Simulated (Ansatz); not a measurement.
# Residual resistivity of an alloy: Rh(111) with 4 layers of random Rh-Pd, 2x2

How strongly does chemical disorder scatter in Rh(111) with 4 layers of random Rh-Pd, 2x2?

Method: Ansatz plane-wave DFT, PBE, PAW files; ballistic transport by layer matching (Landauer), zero bias; PAW set soft_1, in Ansatz 0.2.0.

## 1. Set-up

The cell holds 40 atoms: 32 Rh and 8 Pd. Cell: a = 5.378 Å, b = 5.378 Å, c = 22.012 Å, α = 93.5°, β = 86.5°, γ = 120.0°. It derives from Rh. Regions: lead, 24 atoms (24 Rh); scattering region, 16 atoms (8 Pd and 8 Rh). The structure is stacked along c, and the current runs across the ab planes.

## 2. With 4 alloy layers

In 4 layers a share of 0.5 of the sites is given to Pd at random. The layers about the cell's end stay perfect and serve as the lead. Disorder leaves little or no symmetry, which makes such runs dear. Energies from -0.05 to 0.05 eV in steps of 0.05 eV are too few for the program's thermal sum, so it prints no conductance; for a metal the transmission near the Fermi level serves, at a fraction of the cost.

input.yaml reads:

```yaml
crystal:
  lattice:
    - [5.3783955991, 0.0, 0.0]
    - [-2.6891977995, 4.6578272204, 0.0]
    - [1.3445988998, -0.7763045367, 21.9572080876]
  atoms:
    - { symbol: Rh, position: [0.9916666667, 0.0083333333, 0.05] }
    - { symbol: Rh, position: [0.9916666667, 0.5083333333, 0.05] }
    - { symbol: Rh, position: [0.4916666667, 0.0083333333, 0.05] }
    - { symbol: Rh, position: [0.4916666667, 0.5083333333, 0.05] }
    - { symbol: Rh, position: [0.1416666667, 0.3583333333, 0.15] }
    - { symbol: Rh, position: [0.1416666667, 0.8583333333, 0.15] }
    - { symbol: Rh, position: [0.6416666667, 0.3583333333, 0.15] }
    - { symbol: Rh, position: [0.6416666667, 0.8583333333, 0.15] }
    - { symbol: Rh, position: [0.2916666667, 0.2083333333, 0.25] }
    - { symbol: Rh, position: [0.2916666667, 0.7083333333, 0.25] }
    - { symbol: Rh, position: [0.7916666667, 0.2083333333, 0.25] }
    - { symbol: Rh, position: [0.7916666667, 0.7083333333, 0.25] }
    - { symbol: Pd, position: [0.9416666667, 0.0583333333, 0.35] }
    - { symbol: Rh, position: [0.9416666667, 0.5583333333, 0.35] }
    - { symbol: Rh, position: [0.4416666667, 0.0583333333, 0.35] }
    - { symbol: Rh, position: [0.4416666667, 0.5583333333, 0.35] }
    - { symbol: Pd, position: [0.0916666667, 0.4083333333, 0.45] }
    - { symbol: Rh, position: [0.0916666667, 0.9083333333, 0.45] }
    - { symbol: Pd, position: [0.5916666667, 0.4083333333, 0.45] }
    - { symbol: Pd, position: [0.5916666667, 0.9083333333, 0.45] }
    - { symbol: Pd, position: [0.2416666667, 0.2583333333, 0.55] }
    - { symbol: Rh, position: [0.2416666667, 0.7583333333, 0.55] }
    - { symbol: Rh, position: [0.7416666667, 0.2583333333, 0.55] }
    - { symbol: Rh, position: [0.7416666667, 0.7583333333, 0.55] }
    - { symbol: Pd, position: [0.8916666667, 0.1083333333, 0.65] }
    - { symbol: Pd, position: [0.8916666667, 0.6083333333, 0.65] }
    - { symbol: Rh, position: [0.3916666667, 0.1083333333, 0.65] }
    - { symbol: Pd, position: [0.3916666667, 0.6083333333, 0.65] }
    - { symbol: Rh, position: [0.0416666667, 0.4583333333, 0.75] }
    - { symbol: Rh, position: [0.0416666667, 0.9583333333, 0.75] }
    - { symbol: Rh, position: [0.5416666667, 0.4583333333, 0.75] }
    - { symbol: Rh, position: [0.5416666667, 0.9583333333, 0.75] }
    - { symbol: Rh, position: [0.1916666667, 0.3083333333, 0.85] }
    - { symbol: Rh, position: [0.1916666667, 0.8083333333, 0.85] }
    - { symbol: Rh, position: [0.6916666667, 0.3083333333, 0.85] }
    - { symbol: Rh, position: [0.6916666667, 0.8083333333, 0.85] }
    - { symbol: Rh, position: [0.8416666667, 0.1583333333, 0.95] }
    - { symbol: Rh, position: [0.8416666667, 0.6583333333, 0.95] }
    - { symbol: Rh, position: [0.3416666667, 0.1583333333, 0.95] }
    - { symbol: Rh, position: [0.3416666667, 0.6583333333, 0.95] }
kpoints:
  mp_grid: { grid: [5, 5, 1] }
hamiltonian:
  xc: pbe
  pseudopotentials: { kind: paw, azcp: { folder: soft_1 } }
scf:
  occupations: { method: fermi_dirac, width: 0.1 }
output:
  transmission:
    leads: [[0, 4]]
    kmesh: [10, 10]
    e_range: [-0.05, 0.05]
    de: 0.05
  write_potential: true
  write_density: true
  volumetric_format: npy
```

Launch:

```
$ ansatz run input.yaml --threads 8 --pin off --max-ram 15360MiB --backend cpu --events-out ev --progress --plain --runs-dir out
```

Numbers of over 12 decimals in the logs are rounded to 6 here.

What it wrote:

```text
Engine: ansatz 0.2.0, aarch64-unknown-linux-gnu
Pseudopotentials: kind: paw
Pseudopotential: Rh, paw, valence charge 17, recommended cutoff 420 eV (normal), soft_1/Rh.paw.azcp
Pseudopotential: Pd, paw, valence charge 18, recommended cutoff 420 eV (normal), soft_1/Pd.paw.azcp
Functional definition: PBE
  parameter kappa = 0.804
  parameter beta = 0.066725
  exchange = pbe_x(kappa = kappa, mu = beta*pi^2/3)
  correlation = pbe_c(beta = beta)
Crystal: 40 atoms, lattice volume = 550.064 Å³
Basis set: ecut = 420 eV, 10671 PW (Γ)
Bands: 413, of which v1, the nominal top of the filled ones, is band 344 counted from 1 (343 counted from 0)
Symmetry: 1 space group operations
Space group: P1 (ITA 1), of the structure as read, at distance tolerance 8.2e-5 Å
k-points: 13 of 25 (time reversal used)
Non-local potential: Rh, projectors of the file, l = 0: 3, l = 1: 2, l = 2: 2, l = 3: 1
Non-local potential: Pd, projectors of the file, l = 0: 2, l = 1: 2, l = 2: 2, l = 3: 1
PAW form: soft (Blöchl's): semilocal exchange-correlation on the pseudo side does not see the compensation charge
PAW one-centre angular grid: Rh, 590 points (default); XC on 64 Gauss nodes
PAW one-centre angular grid: Pd, 590 points (default); XC on 64 Gauss nodes
Initial density: superposition of atomic densities (chi_scale 0.1, normalization cell, long waves of neutral atoms (reshape's long-wave potential 2.09 eV rms, cloud 2.81 Å wide))
Initial wavefunctions: pseudopotential atomic-orbital guess
Functional: x = pbe(κ = 0.804, μ = 0.219515), c = pbe(β = 0.066725)
SCF iter   1: F=—  HF=-260723.045901 eV  |F-HF|=—  |Δ(HF+E_count)|=         —  Δρ=2.26e-1  dr2=3.22e3  ethr=3.10e-3  ⟨swp⟩=5.0  Hψ=15409  notcnv=0  defer=69
preconditioner: auto → Kerker (q_TF=auto, 2.832 Å⁻¹)  [metal: Δε(μ)=0.011 eV  Ē_g=6.964 eV  σ=0.100 eV  W_gap=0.03  n_scr=228 (ndim 8)  ℏωp=30.4 eV  f_vac=0.000  D(μ)=54.08/eV (n_scr^D=716)]
SCF iter   2: F=—  HF=-260689.165360 eV  |F-HF|=—  |Δ(HF+E_count)|=    3.39e1  Δρ=1.13e-1  dr2=1.06e3  ethr=3.10e-3  ⟨swp⟩=2.0  Hψ=10700  notcnv=0  defer=324
SCF iter   3: F=—  HF=-260677.089046 eV  |F-HF|=—  |Δ(HF+E_count)|=    1.21e1  Δρ=2.03e-2  dr2=2.30e1  ethr=3.10e-3  ⟨swp⟩=3.5  Hψ=11298  notcnv=0  defer=328
SCF iter   4: F=—  HF=-260676.296091 eV  |F-HF|=—  |Δ(HF+E_count)|=   7.93e-1  Δρ=9.78e-3  dr2=1.62e1  ethr=3.10e-3  ⟨swp⟩=2.0  Hψ=6250  notcnv=0  defer=342
SCF iter   5: F=—  HF=-260676.179547 eV  |F-HF|=—  |Δ(HF+E_count)|=   1.17e-1  Δρ=2.95e-3  dr2=7.53e-1  ethr=2.36e-3  ⟨swp⟩=1.0  Hψ=5011  notcnv=0  defer=352
SCF iter   6: F=—  HF=-260676.167353 eV  |F-HF|=—  |Δ(HF+E_count)|=   1.22e-2  Δρ=7.83e-4  dr2=1.54e-2  ethr=1.09e-4  ⟨swp⟩=1.1  Hψ=5105  notcnv=0  defer=356
SCF iter   7: F=—  HF=-260676.166907 eV  |F-HF|=—  |Δ(HF+E_count)|=   4.46e-4  Δρ=2.24e-4  dr2=2.69e-4  ethr=2.24e-6  ⟨swp⟩=1.8  Hψ=5200  notcnv=0  defer=356
SCF iter   8: F=—  HF=-260676.166931 eV  |F-HF|=—  |Δ(HF+E_count)|=   2.41e-5  Δρ=7.69e-5  dr2=4.40e-5  ethr=3.91e-8  ⟨swp⟩=2.1  Hψ=9201  notcnv=0  defer=356
SCF iter   9: F=—  HF=-260676.167773 eV  |F-HF|=—  |Δ(HF+E_count)|=   8.43e-4  Δρ=2.36e-5  dr2=2.41e-5  ethr=6.40e-9  ⟨swp⟩=2.0  Hψ=6086  notcnv=0  defer=356
SCF iter  10: F=—  HF=-260676.167773 eV  |F-HF|=—  |Δ(HF+E_count)|=   1.96e-7  Δρ=7.85e-6  dr2=2.32e-6  ethr=3.50e-9  ⟨swp⟩=1.0  Hψ=5013  notcnv=0  defer=356
SCF iter  11: F=-260676.167773 eV  HF=-260676.167773 eV  |F-HF|=2.78e-8  |Δ(HF+E_count)|=   3.43e-8  Δρ=1.61e-6  dr2=3.14e-8  ethr=1.45e-11  ⟨swp⟩=8.3  Hψ=14738  notcnv=0
SCF 1 converged in 11 iterations: F = -260676.167773 eV  dr2 = 3.14e-8
  greatest PAW one-centre occupation: 1.000 electrons in one spin orbital (limit 2), on the Rh atom at site 9 (counted from 0), in its partial waves of l = 0
transmission: 210 of 2028 steps passed
transmission: 408 of 2028 steps passed
[...]
transmission: 2028 of 2028 steps passed
SCF converged after 11 iterations
Free energy (F): -260676.167773 eV
Harris-Foulkes:  -260676.167773 eV  (|F-HF|=2.78e-8)
Internal energy: -260674.301378 eV  (E = F + TS)
E sigma→0 (E₀):  -260675.234575 eV
Entropy (-TS):   -1.866396 eV (-46.660 meV/atom)
Fermi energy:    22.273080 eV
--- Per-component energies (eV) ---
  E_band       = -3593.455557
  E_kinetic    = 20804.872036
  E_local      = -61332.755595  (includes V_loc(G=0)·N_el)
  E_nonlocal   = 12505.563247
  E_hartree    = 23304.068972
  E_xc         = -7579.438643
  E_vxc        = -9523.998182  (∫ρ·V_xc dr)
  E_paw        = -145790.811147  (= ΣΔE_a)
  E_vpaw       = -12655.273985  (= ΣTr[D̂ρ^β])
  E_aug_tail   = 0.004946  (compensation charges beyond the density's cutoff)
  E_ewald      = -102585.805192
  E_smearing   = -1.866396  (= −TS)
  E_closure    = -0.000000  (closes the sum)
  Σ components = -260676.167773   (vs F -260676.167773, Δ=0.00e0)
--- Band table (eV; the first three rows and the last of 13) ---
  k-point 0: bands = [... 340 lower, 22.7305, 22.7638, 22.7738, 22.7896, 22.8103, 22.8353, 22.8499, 22.8510, ... 65 higher]
  k-point 1: bands = [... 340 lower, 22.4271, 22.4352, 22.4501, 22.4621, 22.4949, 22.5210, 22.5532, 22.5803, ... 65 higher]
  k-point 2: bands = [... 340 lower, 21.7775, 21.8117, 21.8799, 21.9106, 21.9339, 22.0475, 22.1366, 22.1706, ... 65 higher]
  k-point 12: bands = [... 340 lower, 22.1550, 22.1690, 22.2022, 22.2283, 22.2641, 22.2926, 22.3270, 22.3462, ... 65 higher]
--- Transmission ---
  basis      : 211 plane waves across, 39 finite elements along
  points     : 52, standing for a mesh of 10 x 10
  energies   : 3 from -0.050000 to 0.050000 eV about the Fermi level, 0.050000 eV apart; the leads are filled to 0.000000 eV, and channels, transmission and decay are at 0.000000 eV
  crystal 0  : Rh4, at the sites [0, 4], period 2.1957 Å, over 13.17 Å; its Hamiltonian steps by up to 15.0 meV
    offset         : up to 0.0000 Å between an atom of the period and one for which it stands
    channels       : 7.200000e0 a spin
    conductance    : none, the energies end too early or step too widely for 300 K: set another output.transmission.e_range or a lower de, or, where they end at an eighth of basis.ecutwfc, a higher one
  junction   : crystal 0 to crystal 0, 0.70 to 20.46 Å
    transmission   : 4.402253e0 a spin
    conductance    : none, the energies end too early or step too widely for 300 K: set another output.transmission.e_range or a lower de, or, where they end at an eighth of basis.ecutwfc, a higher one
```

Elapsed: 4.1 min, on 8 threads of Arm Neoverse V2, shared host; peak memory 8.3 GiB.

Reading the cycles: dr2 is the Hartree energy of the density residual (eV), the measure of convergence; HF is the Harris–Foulkes estimate of the energy, which meets the free energy F at convergence.

Numbers from this step:

```
free energy                                    : -260676.1678 eV
energy at zero smearing                        : -260675.2346 eV
Fermi energy                                   : 22.27 eV
cell area                                      : 25.05 Å²
transmission per spin nearest the Fermi level  : 4.402
open channels per spin nearest the Fermi level : 7.2
step of the lead's potential                   : 15 meV
```

Per spin. Transmission, zone mean against energy, zero at the Fermi level:

| energy (eV) | transmission, zone mean |
| --- | --- |
| -0.0500 | 4.36 |
| 0.0000 | 4.40 |
| 0.0500 | 4.35 |

Per spin. The open channels, zone mean, lead by energy, zero at the Fermi level:

| energy (eV) | open channels, zone mean, lead |
| --- | --- |
| -0.0500 | 6.72 |
| 0.0000 | 7.2 |
| 0.0500 | 7.08 |

Transmission over k1 and k2. At 0.0000 eV from the Fermi level.

Ten even steps from '0' (3.38) to '9' (9.41):
```
0102010131
1010010133
1210001211
1111551111
1120595021
1111155111
1112100012
1331010010
0131010201
1011010110
```
Columns: k1 (b1) from -0.5 to 0.4; rows upwards: k2 (b2) from -0.5 to 0.4.

Open channels over k1 and k2. At 0.0000 eV from the Fermi level.

Values, 10 rows by 10 columns:
```
 6.0  6.0  6.0 10.0  6.0  6.0  6.0  6.0 10.0  6.0
 7.0  6.0  7.0  8.0  8.0  7.0  6.0  7.0 10.0 10.0
 7.0 10.0  8.0  6.0  7.0  6.0  8.0 10.0  7.0  6.0
 6.0  6.0  8.0  7.0  9.0  9.0  7.0  8.0  6.0  6.0
 6.0  6.0  7.0  6.0  9.0 12.0  9.0  6.0  7.0  6.0
 6.0  6.0  6.0  8.0  7.0  9.0  9.0  7.0  8.0  6.0
 7.0  6.0  7.0 10.0  8.0  6.0  7.0  6.0  8.0 10.0
 7.0 10.0 10.0  7.0  6.0  7.0  8.0  8.0  7.0  6.0
 6.0  6.0 10.0  6.0  6.0  6.0  6.0 10.0  6.0  6.0
 6.0  6.0  7.0  7.0  6.0  6.0  6.0  7.0  7.0  6.0
```
Columns: k1 (b1) from -0.5 to 0.4; rows upwards: k2 (b2) from -0.5 to 0.4.

Over the solved energies the transmission per spin lies between 4.35 and 4.40, out of 7 channels of the lead on average (up to 7.2).

## 3. With 8 alloy layers

In 8 layers a share of 0.5 of the sites is given to Pd at random. A fresh draw is used; the growth of the resistance with length is what counts.

System of this step: Rh(111) with 8 layers of random Rh-Pd, 2x2. The cell holds 56 atoms: 40 Rh and 16 Pd. Cell: a = 5.378 Å, b = 5.378 Å, c = 30.779 Å, α = 87.5°, β = 92.5°, γ = 120.0°. It derives from Rh. Regions: lead, 24 atoms (24 Rh); scattering region, 32 atoms (16 Rh and 16 Pd). The structure is stacked along c, and the current runs across the ab planes.

input.yaml reads:

```yaml
crystal:
  lattice:
    - [5.3783955991, 0.0, 0.0]
    - [-2.6891977995, 4.6578272204, 0.0]
    - [-1.3445988998, 0.7763045367, 30.7400913226]
  atoms:
    - { symbol: Rh, position: [0.005952381, 0.994047619, 0.0357142857] }
    - { symbol: Rh, position: [0.005952381, 0.494047619, 0.0357142857] }
    - { symbol: Rh, position: [0.505952381, 0.994047619, 0.0357142857] }
    - { symbol: Rh, position: [0.505952381, 0.494047619, 0.0357142857] }
    - { symbol: Rh, position: [0.1845238095, 0.3154761905, 0.1071428571] }
    - { symbol: Rh, position: [0.1845238095, 0.8154761905, 0.1071428571] }
    - { symbol: Rh, position: [0.6845238095, 0.3154761905, 0.1071428571] }
    - { symbol: Rh, position: [0.6845238095, 0.8154761905, 0.1071428571] }
    - { symbol: Rh, position: [0.3630952381, 0.1369047619, 0.1785714286] }
    - { symbol: Rh, position: [0.3630952381, 0.6369047619, 0.1785714286] }
    - { symbol: Rh, position: [0.8630952381, 0.1369047619, 0.1785714286] }
    - { symbol: Rh, position: [0.8630952381, 0.6369047619, 0.1785714286] }
    - { symbol: Rh, position: [0.0416666667, 0.9583333333, 0.25] }
    - { symbol: Rh, position: [0.0416666667, 0.4583333333, 0.25] }
    - { symbol: Rh, position: [0.5416666667, 0.9583333333, 0.25] }
    - { symbol: Pd, position: [0.5416666667, 0.4583333333, 0.25] }
    - { symbol: Pd, position: [0.2202380952, 0.2797619048, 0.3214285714] }
    - { symbol: Rh, position: [0.2202380952, 0.7797619048, 0.3214285714] }
    - { symbol: Pd, position: [0.7202380952, 0.2797619048, 0.3214285714] }
    - { symbol: Rh, position: [0.7202380952, 0.7797619048, 0.3214285714] }
    - { symbol: Pd, position: [0.3988095238, 0.1011904762, 0.3928571429] }
    - { symbol: Pd, position: [0.3988095238, 0.6011904762, 0.3928571429] }
    - { symbol: Rh, position: [0.8988095238, 0.1011904762, 0.3928571429] }
    - { symbol: Pd, position: [0.8988095238, 0.6011904762, 0.3928571429] }
    - { symbol: Rh, position: [0.0773809524, 0.9226190476, 0.4642857143] }
    - { symbol: Rh, position: [0.0773809524, 0.4226190476, 0.4642857143] }
    - { symbol: Rh, position: [0.5773809524, 0.9226190476, 0.4642857143] }
    - { symbol: Pd, position: [0.5773809524, 0.4226190476, 0.4642857143] }
    - { symbol: Pd, position: [0.255952381, 0.244047619, 0.5357142857] }
    - { symbol: Pd, position: [0.255952381, 0.744047619, 0.5357142857] }
    - { symbol: Pd, position: [0.755952381, 0.244047619, 0.5357142857] }
    - { symbol: Pd, position: [0.755952381, 0.744047619, 0.5357142857] }
    - { symbol: Rh, position: [0.4345238095, 0.0654761905, 0.6071428571] }
    - { symbol: Rh, position: [0.4345238095, 0.5654761905, 0.6071428571] }
    - { symbol: Pd, position: [0.9345238095, 0.0654761905, 0.6071428571] }
    - { symbol: Pd, position: [0.9345238095, 0.5654761905, 0.6071428571] }
    - { symbol: Pd, position: [0.1130952381, 0.8869047619, 0.6785714286] }
    - { symbol: Rh, position: [0.1130952381, 0.3869047619, 0.6785714286] }
    - { symbol: Rh, position: [0.6130952381, 0.8869047619, 0.6785714286] }
    - { symbol: Rh, position: [0.6130952381, 0.3869047619, 0.6785714286] }
    - { symbol: Rh, position: [0.2916666667, 0.2083333333, 0.75] }
    - { symbol: Rh, position: [0.2916666667, 0.7083333333, 0.75] }
    - { symbol: Pd, position: [0.7916666667, 0.2083333333, 0.75] }
    - { symbol: Pd, position: [0.7916666667, 0.7083333333, 0.75] }
    - { symbol: Rh, position: [0.4702380952, 0.0297619048, 0.8214285714] }
    - { symbol: Rh, position: [0.4702380952, 0.5297619048, 0.8214285714] }
    - { symbol: Rh, position: [0.9702380952, 0.0297619048, 0.8214285714] }
    - { symbol: Rh, position: [0.9702380952, 0.5297619048, 0.8214285714] }
    - { symbol: Rh, position: [0.1488095238, 0.8511904762, 0.8928571429] }
    - { symbol: Rh, position: [0.1488095238, 0.3511904762, 0.8928571429] }
    - { symbol: Rh, position: [0.6488095238, 0.8511904762, 0.8928571429] }
    - { symbol: Rh, position: [0.6488095238, 0.3511904762, 0.8928571429] }
    - { symbol: Rh, position: [0.3273809524, 0.1726190476, 0.9642857143] }
    - { symbol: Rh, position: [0.3273809524, 0.6726190476, 0.9642857143] }
    - { symbol: Rh, position: [0.8273809524, 0.1726190476, 0.9642857143] }
    - { symbol: Rh, position: [0.8273809524, 0.6726190476, 0.9642857143] }
kpoints:
  mp_grid: { grid: [5, 5, 1] }
hamiltonian:
  xc: pbe
  pseudopotentials: { kind: paw, azcp: { folder: soft_1 } }
scf:
  occupations: { method: fermi_dirac, width: 0.1 }
output:
  transmission:
    leads: [[0, 4]]
    kmesh: [10, 10]
    e_range: [-0.05, 0.05]
    de: 0.05
  write_potential: true
  write_density: true
  volumetric_format: npy
```

What it wrote:

```text
[...]
Crystal: 56 atoms, lattice volume = 770.090 Å³
Basis set: ecut = 420 eV, 14937 PW (Γ)
Bands: 581, of which v1, the nominal top of the filled ones, is band 484 counted from 1 (483 counted from 0)
Symmetry: 1 space group operations
[...]
k-points: 13 of 25 (time reversal used)
[...]
SCF iter   1: F=—  HF=-367762.745934 eV  |F-HF|=—  |Δ(HF+E_count)|=         —  Δρ=2.53e-1  dr2=1.22e4  ethr=3.10e-3  ⟨swp⟩=5.0  Hψ=21540  notcnv=0  defer=134
[...]
SCF iter  12: F=-367681.540524 eV  HF=-367681.540524 eV  |F-HF|=2.40e-8  |Δ(HF+E_count)|=   8.73e-9  Δρ=6.78e-7  dr2=2.52e-8  ethr=1.03e-11  ⟨swp⟩=8.8  Hψ=21419  notcnv=0
SCF 1 converged in 12 iterations: F = -367681.540524 eV  dr2 = 2.52e-8
[...]
transmission: 292 of 2808 steps passed
transmission: 568 of 2808 steps passed
[...]
transmission: 2808 of 2808 steps passed
SCF converged after 12 iterations
Free energy (F): -367681.540524 eV
[...]
Internal energy: -367678.785642 eV  (E = F + TS)
E sigma→0 (E₀):  -367680.163083 eV
Entropy (-TS):   -2.754882 eV (-49.194 meV/atom)
Fermi energy:    22.210613 eV
[...]
--- Band table (eV; the first three rows and the last of 13) ---
  k-point 0: bands = [... 480 lower, 22.6665, 22.6748, 22.6882, 22.6946, 22.7147, 22.7255, 22.7424, 22.7636, ... 93 higher]
  k-point 1: bands = [... 480 lower, 22.3674, 22.3707, 22.3899, 22.4000, 22.4141, 22.4335, 22.4460, 22.4639, ... 93 higher]
  k-point 2: bands = [... 480 lower, 21.7995, 21.8569, 21.8973, 21.9290, 21.9413, 22.0022, 22.0229, 22.0856, ... 93 higher]
  k-point 12: bands = [... 480 lower, 22.1035, 22.1238, 22.1445, 22.1761, 22.2025, 22.2285, 22.2497, 22.2580, ... 93 higher]
--- Transmission ---
  basis      : 211 plane waves across, 54 finite elements along
  points     : 52, standing for a mesh of 10 x 10
[...]
channels       : 7.200000e0 a spin
[...]
junction   : crystal 0 to crystal 0, 0.70 to 29.24 Å
    transmission   : 3.306271e0 a spin
[...]
```

The job ended after 6.6 min (8 threads; peak memory 7.9 GiB).

Numbers from this step:

```yaml
free_energy: -367681.5405 eV
energy_at_zero_smearing: -367680.1631 eV
fermi_energy: 22.21 eV
transmission_per_spin_nearest_the_fermi_level: 3.306
step_of_the_lead_s_potential: 11.7 meV
```

Per spin. Transmission, zone mean against energy, zero at the Fermi level:

| energy (eV) | transmission, zone mean |
| --- | --- |
| -0.0500 | 3.20 |
| 0.0000 | 3.31 |
| 0.0500 | 3.18 |

Over the solved energies the transmission per spin lies between 3.18 and 3.31, out of 7 channels of the lead on average (up to 7.2).

(Part 1 of 2 ends here.)

[Logs are printed without paths, hosts, clocks, repeated set-up lines and the standing remarks that a program may print on its own settings, such as how far it seeks lower states.]

[Hosts, paths, dates, database ids (printed as entryN), source tags and the programs' standing remarks are cut or masked in the printed files.]
